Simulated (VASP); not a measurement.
# C3N4 (P-43m) in VASP: a series of runs, part 2 of 2

VASP 6.6.1.

### 3 Relaxation of cell and atoms, PBEsol

This run uses another cell than the first one, of 5.90 Å³/atom, 1.024 times its volume.

Contents of INCAR:

```
SYSTEM = C3N4
ALGO     = Fast           ! electronic algorithm
EDIFF    = 1E-6           ! SCF threshold, eV
EDIFFG   = -0.01          ! ionic threshold
ENCUT    = 600            ! plane-wave cutoff, eV
GGA      = PS             ! functional
IBRION   = 2              ! ionic algorithm
ISIF     = 3              ! what is computed and relaxed
ISMEAR   = 0              ! smearing method
LASPH    = .TRUE.         ! aspherical terms in the spheres
LCHARG   = .FALSE.        ! write CHGCAR
LREAL    = .FALSE.        ! projectors in reciprocal space
LWAVE    = .FALSE.        ! write WAVECAR
NELM     = 100            ! most SCF steps
NSW      = 80             ! ionic steps
PREC     = Accurate       ! precision mode
SIGMA    = 0.01           ! smearing width, eV
```

Contents of KPOINTS:

```
k-points
0
G
  5 5 5
  0 0 0
```

Contents of POSCAR:

```
C3N4
1.0
    3.4567650000      0.0000000000      0.0000000000
    0.0000000000      3.4567650000      0.0000000000
    0.0000000000      0.0000000000      3.4567650000
C N
3 4
Direct
    0.0000000000      0.0000000000      0.5000000000
    0.5000000000      0.0000000000      0.0000000000
    0.0000000000      0.5000000000      0.0000000000
    0.2456869993      0.2456869993      0.7543130007
    0.7543130007      0.7543130007      0.7543130007
    0.2456869993      0.7543130007      0.2456869993
    0.7543130007      0.2456869993      0.2456869993
```

Potentials or basis: VASP PAW PBE potentials, release 64 (C, N).

Started as:

```console
cat potpaw_PBE.64/C/POTCAR potpaw_PBE.64/N/POTCAR > POTCAR
mpirun -np 1 vasp_std > vasp.out
```

OUTCAR:

```text
SYSTEM = C3N4
   EDIFF = 1E-6
   EDIFFG = -0.01
   ENCUT = 600
   GGA = PS
   IBRION = 2
   ISIF = 3
   ISMEAR = 0
   LASPH = .TRUE.
   LREAL = .FALSE.
   NELM = 100
   NSW = 80
   PREC = Accurate

 ion  position               nearest neighbor table
   1  0.000  0.000  0.500-   4 1.49   5 1.49   6 1.49   7 1.49
   2  0.500  0.000  0.000-   4 1.49   5 1.49   6 1.49   7 1.49
   3  0.000  0.500  0.000-   4 1.49   5 1.49   6 1.49   7 1.49
   4  0.246  0.246  0.754-   1 1.49   2 1.49   3 1.49
   5  0.754  0.754  0.754-   1 1.49   2 1.49   3 1.49
   6  0.246  0.754  0.246-   1 1.49   2 1.49   3 1.49
   7  0.754  0.246  0.246-   1 1.49   2 1.49   3 1.49

  LATTYP: Found a simple cubic cell.
 ALAT       =     3.4567650000

  Lattice vectors:

 A1 = (   3.4567650000,   0.0000000000,   0.0000000000)
 A2 = (   0.0000000000,   3.4567650000,   0.0000000000)
 A3 = (   0.0000000000,   0.0000000000,   3.4567650000)

Analysis of symmetry for initial positions (statically):
=====================================================================
 Subroutine PRICEL returns:
 Original cell was already a primitive cell.

 Routine SETGRP: Setting up the symmetry group for a
 simple cubic supercell.

 Subroutine GETGRP returns: Found 24 space group operations
 (whereof 24 operations were pure point group operations)
 out of a pool of 48 trial point group operations.

The static configuration has the point symmetry T_d .

Analysis of symmetry for dynamics (positions and initial velocities):
=====================================================================
 Subroutine PRICEL returns:
 Original cell was already a primitive cell.

 Routine SETGRP: Setting up the symmetry group for a
 simple cubic supercell.

 Subroutine GETGRP returns: Found 24 space group operations
 (whereof 24 operations were pure point group operations)
 out of a pool of 48 trial point group operations.

The dynamic configuration has the point symmetry T_d .

 Subroutine INISYM returns: Found 24 space group operations
 (whereof 24 operations are pure point group operations),
 and found     1 'primitive' translations

----------------------------------------------------------------------------------------

                                     Primitive cell

  volume of cell :      41.3057

  direct lattice vectors                    reciprocal lattice vectors
     3.456765000  0.000000000  0.000000000     0.289287817  0.000000000  0.000000000
     0.000000000  3.456765000  0.000000000     0.000000000  0.289287817  0.000000000
     0.000000000  0.000000000  3.456765000     0.000000000  0.000000000  0.289287817

  length of vectors
     3.456765000  3.456765000  3.456765000     0.289287817  0.289287817  0.289287817

  position of ions in fractional coordinates (direct lattice)
     0.000000000  0.000000000  0.500000000
     0.500000000  0.000000000  0.000000000
     0.000000000  0.500000000  0.000000000
     0.245686999  0.245686999  0.754313001
     0.754313001  0.754313001  0.754313001
     0.245686999  0.754313001  0.245686999
     0.754313001  0.245686999  0.245686999

  ion indices of the primitive-cell ions
   primitive index   ion index
                 1           1
                 2           2
                 3           3
                 4           4
                 5           5
                 6           6
[... 37 lines left out ...]
  0.400000  0.200000  0.200000     24.000000
  0.400000  0.400000  0.200000     24.000000
  0.400000  0.400000  0.400000      8.000000
   k-points           NKPTS =     10   k-points in BZ     NKDIM =     10   number of bands    NBANDS=     20
   number of dos      NEDOS =    301   number of ions     NIONS =      7
   total plane-waves  NPLWV =  21952
   dimension x,y,z NGX =    28 NGY =   28 NGZ =   28
   dimension x,y,z NGXF=    56 NGYF=   56 NGZF=   56
   ions per type =               3   4
   NGX,Y,Z   is equivalent  to a cutoff of  13.47, 13.47, 13.47 a.u.
   NGXF,Y,Z  is equivalent  to a cutoff of  26.93, 26.93, 26.93 a.u.
 SYSTEM =  C3N4
   PREC   = accura    normal or accurate (medium, high low for compatibility)
   ISTART =      0    job   : 0-new  1-cont  2-samecut
   ICHARG =      2    charge: 1-file 2-atom 10-const
   ISPIN  =      1    spin polarized calculation?
   LNONCOLLINEAR =      F non collinear calculations
   LSORBIT =      F    spin-orbit coupling
   LASPH  =      T    aspherical Exc in radial PAW
   ENCUT  =  600.0 eV  44.10 Ry    6.64 a.u.   6.90  6.90  6.90*2*pi/ulx,y,z
   NELM   =    100;   NELMIN=  2; NELMDL= -5     # of ELM steps
   EDIFF  = 0.1E-05   stopping-criterion for ELM
   LREAL  =      F    real-space projection
   EDIFFG = -.1E-01   stopping-criterion for IOM
   NSW    =     80    number of steps for IOM
   IBRION =      2    ionic relax: 0-MD 1-quasi-New 2-CG
   NFREE  =      1    steps in history (QN), initial steepest desc. (CG)
   ISIF   =      3    stress and relaxation
   ISYM   =      2    0-nonsym 1-usesym 2-fastsym
   POTIM  = 0.5000    time-step for ionic-motion
   TEBEG  =    0.0;   TEEND  =   0.0 temperature during run
   PSTRESS=    0.0 pullay stress
   NELECT =      32.0000    total number of electrons
   NUPDOWN=      -1.0000    fix difference up-down
   EMIN   =  10.00;   EMAX   =-10.00  energy-range for DOS
   EFERMI =   0.00;   METHOD = LEGACY
   ISMEAR =     0;   SIGMA  =   0.01  broadening in eV -4-tet -1-fermi 0-gaus
   EFERMI_NEDOS =   21; number of points for ismear=-14 and -15
   IALGO  =     68    algorithm
   IMIX   =      4    mixing-type and parameters
     AMIX     =   0.40;   BMIX     =  1.00
     AMIX_MAG =   1.60;   BMIX_MAG =  1.00
  volume/ion in A,a.u.               =       5.90        39.82
  Fermi-wavevector in a.u.,A,eV,Ry     =   1.503563  2.841322 30.758715  2.260702
  Thomas-Fermi vector in A             =   2.614657
   LORBIT       =      0    0 simple, 1 ext, 2 COOP (PROOUT), +10 PAW based schemes
   GGA     = PS    functional components
   LHFCALC =     F    Hartree Fock is set to
   AEXX    =    0.0000 exact exchange contribution
   IVDW    =     0    specifies the selected vdW correction
   LEPSILON=     F    determine dielectric tensor
   LRPA    =     F    only Hartree local field effects (RPA)
 conjugate gradient relaxation of ions
 non-spin polarized calculation
 RMM-DIIS sequential band-by-band and
 Gauss-broadening in eV      SIGMA  =   0.01
  energy-cutoff  :      600.00
  volume of cell :       41.31
 maximum number of plane-waves:      1390
 NGX is ok and might be reduce to    28
   NGX = 13   NGY = 13   NGZ = 13

--------------------------------------- Ionic step        1  -------------------------------------------

 number of electron      32.0000002 magnetization

 Free energy of the ion-electron system (eV)
  ---------------------------------------------------
  ext. energy  EPLUGINS =         0.00000000
  ---------------------------------------------------
  free energy    TOTEN  =       -59.95295377 eV

  energy without entropy =      -59.95295377  energy(sigma->0) =      -59.95295377

------------------------ aborting loop because EDIFF is reached ----------------------------------------

  FORCE on cell =-STRESS in cart. coord.  units (eV):
  Direction    XX          YY          ZZ          XY          YZ          ZX
  --------------------------------------------------------------------------------------
  -------------------------------------------------------------------------------------
  Total       -2.2460997     -2.2460997     -2.2460997      0.0000000      0.0000000     -0.0000000
  in kB      -87.1224422    -87.1224422    -87.1224422      0.0000000      0.0000000     -0.0000000
  external PRESSURE =     -87.1224422 kB  Pullay stress =       0.0000000 kB
[... 28 lines left out ...]
--------------------------------------- Ionic step        2  -------------------------------------------

 number of electron      32.0000002 magnetization

 E-fermi :  10.1815     XC(G=0): -13.6019

 val. band max:       10.0599875131   @ k =   0.0000   0.0000   0.0000
 cond. band min:      12.5216851457   @ k =   0.0000   0.0000   0.0000
 fundamental gap:      2.4616976326
 Fermi energy:        10.1814668243

 k-point     1 :       0.0000    0.0000    0.0000
  band No.  band energies     occupation
      1     -15.3179      2.00000
      2      -7.4791      2.00000
      3      -7.4791      2.00000
      4      -7.4791      2.00000
      5      -5.4337      2.00000
      6      -5.4337      2.00000
[... 341 lines left out ...]
--------------------------------------- Ionic step        5  -------------------------------------------

 number of electron      32.0000000 magnetization

 Free energy of the ion-electron system (eV)
  ---------------------------------------------------
  ext. energy  EPLUGINS =         0.00000000
  ---------------------------------------------------
  free energy    TOTEN  =       -59.97758868 eV

  energy without entropy =      -59.97758868  energy(sigma->0) =      -59.97758868

 E-fermi :   9.7409     XC(G=0): -13.4741

 val. band max:        9.6824890550   @ k =   0.0000   0.0000   0.0000
 cond. band min:      12.0984752272   @ k =   0.0000   0.0000   0.0000
 fundamental gap:      2.4159861722
 Fermi energy:         9.7409406382

 k-point     1 :       0.0000    0.0000    0.0000
  band No.  band energies     occupation
      1     -15.3110      2.00000
      2      -7.6531      2.00000
      3      -7.6531      2.00000
      4      -7.6531      2.00000
      5      -5.5826      2.00000
      6      -5.5826      2.00000
[... 253 lines left out ...]
  FREE ENERGIE OF THE ION-ELECTRON SYSTEM (eV)
  ---------------------------------------------------
  free  energy   TOTEN  =       -59.9775886800 eV

  energy  without entropy=      -59.9775886800  energy(sigma->0) =      -59.97758868

 reached required accuracy - stopping structural energy minimisation
```

It took 23 s on 1 thread of Intel Xeon 6975P-C (Granite Rapids), shared host; peak memory 0.15 GiB.

Results:

* Free energy: -59.9776 eV
* Relaxed volume: 5.77 Å³/atom
* Relaxed cell: a = 3.432 Å, b = 3.432 Å, c = 3.432 Å, α = 90.00°, β = 90.00°, γ = 90.00°
* Space group after relaxing (to 0.05 Å): P-43m (No. 215)
* Energy gained by relaxing: 3.5 meV/atom
* Ionic steps: 5
* Pressure after relaxing: 0.0 GPa
* Band gap on the k mesh: 2.42 eV, direct

Forces in eV/Å, atoms in the order of the input:
```
C    0.000  0.000  0.000
C    0.000  0.000  0.000
C    0.000  0.000  0.000
N   -0.001 -0.001  0.001
N    0.001  0.001  0.001
N   -0.001  0.001 -0.001
N    0.001 -0.001 -0.001
```

Step by step:
| step | energy change (eV) | largest force (eV/Å) | pressure (GPa) | volume (Å³) |
| --- | --- | --- | --- | --- |
| 1 | 0.0000 | 0.0484 | -8.71 | 41.31 |
| 2 | 0.0145 | 0.4101 | 11.72 | 39.42 |
| 3 | -0.0237 | 0.1432 | -0.15 | 40.46 |
| 4 | -0.0239 | 0.1285 | 0.05 | 40.37 |
| 5 | -0.0246 | 0.0020 | -0.04 | 40.41 |

Final structure:
```
C N
1.0
     3.43172    0.00000    0.00000
     0.00000    3.43172    0.00000
     0.00000    0.00000    3.43172
C N
3 4
Direct
  0.00000 0.00000 0.50000
  0.50000 0.00000 0.00000
  0.00000 0.50000 0.00000
  0.24606 0.24606 0.75394
  0.75394 0.75394 0.75394
  0.24606 0.75394 0.24606
  0.75394 0.24606 0.24606
```

Levels at points of the mesh, in eV from the valence-band top:
| k point | band 13 | band 14 | band 15 | band 16 | band 17 | band 18 | band 19 | band 20 |
| --- | --- | --- | --- | --- | --- | --- | --- | --- |
| (0.00, 0.00, 0.00) | -6.54 | 0.00 | 0.00 | 0.00 | 2.42 | 2.42 | 2.42 | 5.28 |

Caveat: the PAW data sets were made with another functional, which shifts forces and pressure a little; an odd mesh through Γ misses points on the zone boundary, where band edges often lie. A hybrid or GW would open this gap; PBEsol tends to underestimate it.
